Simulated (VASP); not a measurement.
# SnS2 in VASP: relaxation of cell and atoms with revPBE+D3(BJ)

Aim: the relaxation of cell and atoms of SnS2 with revPBE+D3(BJ).

Program: VASP 6.6.1. These are calculated values, not measurements. Logs are shortened: lines on timing, memory, paths and dates and some standing lists are left out, and cuts for length are marked.

## (1) Starting point

The cell holds a sheet with vacuum, 3 atoms: a = 3.680 Å, b = 3.680 Å, c = 18.960 Å, α = 90.00°, β = 90.00°, γ = 120.00°.

The cell was built by a generator and needn't be a form met in nature.

## (2) Relaxation of cell and atoms, revPBE+D3(BJ)

INCAR reads:

```
  PREC = Accurate
  ENCUT = 600
  EDIFF = 1E-6
  ISMEAR = 0
  SIGMA = 0.03
  LREAL = False
  LASPH = True
  NELM = 120
  ALGO = Normal
  ISIF = 3
  LWAVE = False
  LCHARG = False
  GGA = RE
  IVDW = 12
  IBRION = 2
  NSW = 40
  EDIFFG = -0.005
  LATTICE_CONSTRAINTS = .TRUE. .TRUE. .FALSE.
  KPAR = 2
```

KPOINTS reads:

```
regular mesh
0
Gamma
  12 12 1
```

POSCAR reads:

```
SnS2
1.0
    3.6800000000      0.0000000000      0.0000000000
   -1.8400000000      3.1869734900      0.0000000000
    0.0000000000      0.0000000000     18.9600000000
S Sn
2 1
Direct
    0.3333330000      0.6666670000      0.4219409300
    0.6666670000      0.3333330000      0.5780590700
    0.0000000000      0.0000000000      0.5000000000
```

Potentials or basis: VASP PAW PBE potentials, release 64 (S, Sn_d).

Run with:

```sh
> cat potpaw_PBE.64/S/POTCAR potpaw_PBE.64/Sn_d/POTCAR > POTCAR
> mpirun -np 2 vasp_std > vasp.out
```

OUTCAR:

```text
PREC = Accurate
   ENCUT = 600
   EDIFF = 1E-6
   ISMEAR = 0
   LREAL = False
   LASPH = True
   NELM = 120
   ISIF = 3
   GGA = RE
   IVDW = 12
   IBRION = 2
   NSW = 40
   EDIFFG = -0.005
 IVDW          = 12

 ion  position               nearest neighbor table
   1  0.333  0.667  0.422-   3 2.59   3 2.59   3 2.59
   2  0.667  0.333  0.578-   3 2.59   3 2.59   3 2.59
   3  0.000  0.000  0.500-   1 2.59   2 2.59   2 2.59   1 2.59   2 2.59   1 2.59

  LATTYP: Found a hexagonal cell.
 ALAT       =     3.6800000000
 C/A-ratio  =     5.1521739130

  Lattice vectors:

 A1 = (   3.6800000000,   0.0000000000,   0.0000000000)
 A2 = (  -1.8400000000,   3.1869734900,   0.0000000000)
 A3 = (   0.0000000000,   0.0000000000,  18.9600000000)

Analysis of symmetry for initial positions (statically):
=====================================================================
 Subroutine PRICEL returns:
 Original cell was already a primitive cell.

 Routine SETGRP: Setting up the symmetry group for a
 hexagonal supercell.

 Subroutine GETGRP returns: Found 12 space group operations
 (whereof 12 operations were pure point group operations)
 out of a pool of 24 trial point group operations.

The static configuration has the point symmetry D_3d.

Analysis of symmetry for dynamics (positions and initial velocities):
=====================================================================
 Subroutine PRICEL returns:
 Original cell was already a primitive cell.

 Routine SETGRP: Setting up the symmetry group for a
 hexagonal supercell.

 Subroutine GETGRP returns: Found 12 space group operations
 (whereof 12 operations were pure point group operations)
 out of a pool of 24 trial point group operations.

The dynamic configuration has the point symmetry D_3d.

 Subroutine INISYM returns: Found 12 space group operations
 (whereof 12 operations are pure point group operations),
 and found     1 'primitive' translations

----------------------------------------------------------------------------------------

                                     Primitive cell

  volume of cell :     222.3641

  direct lattice vectors                    reciprocal lattice vectors
     3.680000000  0.000000000  0.000000000     0.271739130  0.156888660  0.000000000
    -1.840000000  3.186973490  0.000000000     0.000000000  0.313777320  0.000000000
     0.000000000  0.000000000 18.960000000     0.000000000  0.000000000  0.052742616

  length of vectors
     3.680000000  3.680000004 18.960000000     0.313777320  0.313777320  0.052742616

  position of ions in fractional coordinates (direct lattice)
     0.333333000  0.666667000  0.421940930
     0.666667000  0.333333000  0.578059070
     0.000000000  0.000000000  0.500000000

  ion indices of the primitive-cell ions
   primitive index   ion index
                 1           1
                 2           2
                 3           3

----------------------------------------------------------------------------------------

 KPOINTS: regular mesh

Automatic generation of k-mesh.
 Grid dimensions read from file:
 generate k-points for:   12   12    1

 Generating k-lattice:

  Cartesian coordinates                     Fractional coordinates (reciprocal lattice)
     0.022644928  0.013074055  0.000000000     0.083333333 -0.000000000  0.000000000
     0.000000000  0.026148110  0.000000000     0.000000000  0.083333333  0.000000000
     0.000000000  0.000000000  0.052742616     0.000000000  0.000000000  1.000000000

  Length of vectors
     0.026148110  0.026148110  0.052742616

  Shift w.r.t. Gamma in fractional coordinates (k-lattice)
     0.000000000  0.000000000  0.000000000

 Subroutine IBZKPT returns following result:
 ===========================================

 Found     19 irreducible k-points:

 Following reciprocal coordinates:
            Coordinates               Weight
  0.000000  0.000000  0.000000      1.000000
  0.083333 -0.000000  0.000000      6.000000
  0.166667  0.000000  0.000000      6.000000
  0.250000 -0.000000  0.000000      6.000000
  0.333333  0.000000  0.000000      6.000000
  0.416667 -0.000000  0.000000      6.000000
[... 11 lines left out ...]
  0.333333  0.250000  0.000000     12.000000
  0.333333  0.333333  0.000000      2.000000
   k-points           NKPTS =     19   k-points in BZ     NKDIM =     19   number of bands    NBANDS=     17
   number of dos      NEDOS =    301   number of ions     NIONS =      3
   total plane-waves  NPLWV = 144000
   dimension x,y,z NGX =    30 NGY =   30 NGZ =  160
   dimension x,y,z NGXF=    60 NGYF=   60 NGZF=  320
   ions per type =               2   1
   NGX,Y,Z   is equivalent  to a cutoff of  13.55, 13.55, 14.03 a.u.
   NGXF,Y,Z  is equivalent  to a cutoff of  27.11, 27.11, 28.06 a.u.
 SYSTEM =  unknown system
   PREC   = accura    normal or accurate (medium, high low for compatibility)
   ISTART =      0    job   : 0-new  1-cont  2-samecut
   ICHARG =      2    charge: 1-file 2-atom 10-const
   ISPIN  =      1    spin polarized calculation?
   LNONCOLLINEAR =      F non collinear calculations
   LSORBIT =      F    spin-orbit coupling
   LASPH  =      T    aspherical Exc in radial PAW
   ENCUT  =  600.0 eV  44.10 Ry    6.64 a.u.   7.35  7.35 37.87*2*pi/ulx,y,z
   NELM   =    120;   NELMIN=  2; NELMDL= -5     # of ELM steps
   EDIFF  = 0.1E-05   stopping-criterion for ELM
   LREAL  =      F    real-space projection
   EDIFFG = -.5E-02   stopping-criterion for IOM
   NSW    =     40    number of steps for IOM
   IBRION =      2    ionic relax: 0-MD 1-quasi-New 2-CG
   NFREE  =      1    steps in history (QN), initial steepest desc. (CG)
   ISIF   =      3    stress and relaxation
   ISYM   =      2    0-nonsym 1-usesym 2-fastsym
   POTIM  = 0.5000    time-step for ionic-motion
   TEBEG  =    0.0;   TEEND  =   0.0 temperature during run
   PSTRESS=    0.0 pullay stress
   NELECT =      26.0000    total number of electrons
   NUPDOWN=      -1.0000    fix difference up-down
   EMIN   =  10.00;   EMAX   =-10.00  energy-range for DOS
   EFERMI =   0.00;   METHOD = LEGACY
   ISMEAR =     0;   SIGMA  =   0.03  broadening in eV -4-tet -1-fermi 0-gaus
   EFERMI_NEDOS =   21; number of points for ismear=-14 and -15
   IALGO  =     38    algorithm
   IMIX   =      4    mixing-type and parameters
     AMIX     =   0.40;   BMIX     =  1.00
     AMIX_MAG =   1.60;   BMIX_MAG =  1.00
  volume/ion in A,a.u.               =      74.12       500.20
  Fermi-wavevector in a.u.,A,eV,Ry     =   0.800530  1.512783  8.719276  0.640849
  Thomas-Fermi vector in A             =   1.907844
   LORBIT       =      0    0 simple, 1 ext, 2 COOP (PROOUT), +10 PAW based schemes
   GGA     = RE    functional components
   LHFCALC =     F    Hartree Fock is set to
   AEXX    =    0.0000 exact exchange contribution
   IVDW    =    12    specifies the selected vdW correction
   LEPSILON=     F    determine dielectric tensor
   LRPA    =     F    only Hartree local field effects (RPA)
 conjugate gradient relaxation of ions
 non-spin polarized calculation
 Gauss-broadening in eV      SIGMA  =   0.03
  energy-cutoff  :      600.00
  volume of cell :      222.36
 maximum number of plane-waves:      7509
 NGX is ok and might be reduce to    30
   NGX = 15   NGY = 15   NGZ = 75

--------------------------------------- Ionic step        1  -------------------------------------------

 number of electron      25.9999999 magnetization

 Free energy of the ion-electron system (eV)
  ---------------------------------------------------
  ext. energy  EPLUGINS =         0.00000000
  ---------------------------------------------------
  free energy    TOTEN  =       -12.42648750 eV

  energy without entropy =      -12.42648750  energy(sigma->0) =      -12.42648750

------------------------ aborting loop because EDIFF is reached ----------------------------------------

 Edisp (eV)   -1.38610

 E8    (eV) :    -0.9752

  FORCE on cell =-STRESS in cart. coord.  units (eV):
  Direction    XX          YY          ZZ          XY          YZ          ZX
  --------------------------------------------------------------------------------------
  -------------------------------------------------------------------------------------
  Total      -0.55214    -0.55214    -0.04776     0.00000    -0.00000     0.00000
  in kB      -3.97831    -3.97831    -0.34410     0.00000    -0.00000     0.00000
  external pressure =       -2.77 kB  Pullay stress =        0.00 kB

 VOLUME and BASIS-vectors are now :
 -----------------------------------------------------------------------------
  energy-cutoff  :      600.00
  volume of cell :      222.36
      direct lattice vectors                 reciprocal lattice vectors
     3.680000000  0.000000000  0.000000000     0.271739130  0.156888660  0.000000000
    -1.840000000  3.186973490  0.000000000     0.000000000  0.313777320  0.000000000
     0.000000000  0.000000000 18.960000000     0.000000000  0.000000000  0.052742616
[... 124 lines left out ...]
 POSITION                                       TOTAL-FORCE (eV/Angst)
 -----------------------------------------------------------------------------------
     -0.00000      2.10924      7.99664         0.000000      0.000000     -0.050532
      1.82666      1.05462     10.96336        -0.000000      0.000000      0.050532
      3.65331     -0.00000      9.48000        -0.000000      0.000000      0.000000
 -----------------------------------------------------------------------------------
    total drift:                                0.000000      0.000000      0.000000

  FREE ENERGIE OF THE ION-ELECTRON SYSTEM (eV)
  ---------------------------------------------------
  free  energy   TOTEN  =       -13.8167921567 eV

  energy  without entropy=      -13.8167921567  energy(sigma->0) =      -13.81679216

--------------------------------------- Ionic step        5  -------------------------------------------

 number of electron      25.9999995 magnetization

 Free energy of the ion-electron system (eV)
  ---------------------------------------------------
  ext. energy  EPLUGINS =         0.00000000
  ---------------------------------------------------
  free energy    TOTEN  =       -12.40800000 eV

  energy without entropy =      -12.40800000  energy(sigma->0) =      -12.40800000

 E-fermi :  -2.9868     XC(G=0):  -3.4964

 val. band max:       -3.1606059355   @ k =   0.1667   0.0000   0.0000
 cond. band min:      -1.5301703234   @ k =   0.5000  -0.0000   0.0000
 fundamental gap:      1.6304356121
 Fermi energy:        -2.9867727195

 k-point     1 :       0.0000    0.0000    0.0000
  band No.  band energies     occupation
      1     -23.9753      2.00000
      2     -23.9753      2.00000
      3     -23.9329      2.00000
      4     -23.9075      2.00000
      5     -23.9075      2.00000
      6     -16.6025      2.00000
[... 9 lines left out ...]
     16       2.3912      0.00000
     17       2.3912      0.00000
[... 384 lines left out ...]
 POSITION                                       TOTAL-FORCE (eV/Angst)
 -----------------------------------------------------------------------------------
     -0.00000      2.10714      7.99094        -0.000000      0.000000     -0.000904
      1.82484      1.05357     10.96906         0.000000     -0.000000      0.000904
     -1.82483      3.16071      9.48000         0.000000      0.000000      0.000000
 -----------------------------------------------------------------------------------
    total drift:                                0.000000      0.000000     -0.000000

  FREE ENERGIE OF THE ION-ELECTRON SYSTEM (eV)
  ---------------------------------------------------
  free  energy   TOTEN  =       -13.8170790918 eV

  energy  without entropy=      -13.8170790918  energy(sigma->0) =      -13.81707909

 reached required accuracy - stopping structural energy minimisation
```

It took 3.1 min on 2 MPI ranks of Intel Xeon Platinum 8488C (Sapphire Rapids), shared host; peak memory 0.44 GiB.

Results:

* Free energy: -13.8171 eV
* Relaxed volume: 72.90 Å³/atom
* Relaxed cell: a = 3.650 Å, b = 3.650 Å, c = 18.960 Å, α = 90.00°, β = 90.00°, γ = 120.00°
* Space group after relaxing (to 0.05 Å): P-3m1 (No. 164)
* Energy gained by relaxing: 1.5 meV/atom
* Ionic steps: 5
* Band gap on the k mesh: 1.63 eV, indirect (least direct gap 1.90 eV)
* Dispersion energy per atom: -0.470 eV

The path:
| step | energy change (eV) | largest force (eV/Å) | pressure (GPa) | volume (Å³) |
| --- | --- | --- | --- | --- |
| 1 | 0.0000 | 0.0118 | -0.28 | 222.36 |
| 2 | -0.0032 | 0.1177 | 0.18 | 218.43 |
| 3 | -0.0037 | 0.0836 | 0.06 | 219.44 |
| 4 | -0.0042 | 0.0505 | 0.04 | 219.15 |
| 5 | -0.0045 | 0.0009 | 0.00 | 218.71 |

Final structure:
```
CELL_PARAMETERS angstrom
3.64967 0.00000 0.00000
-1.82483 3.16071 0.00000
0.00000 0.00000 18.96000
ATOMIC_POSITIONS crystal
S 0.33333 0.66667 0.42146
S 0.66667 0.33333 0.57854
Sn 0.00000 0.00000 0.50000
```

Caveat: the PAW data sets were made with another functional, which shifts forces and pressure a little; spin-orbit coupling is left out, which moves the levels of the heavy elements.
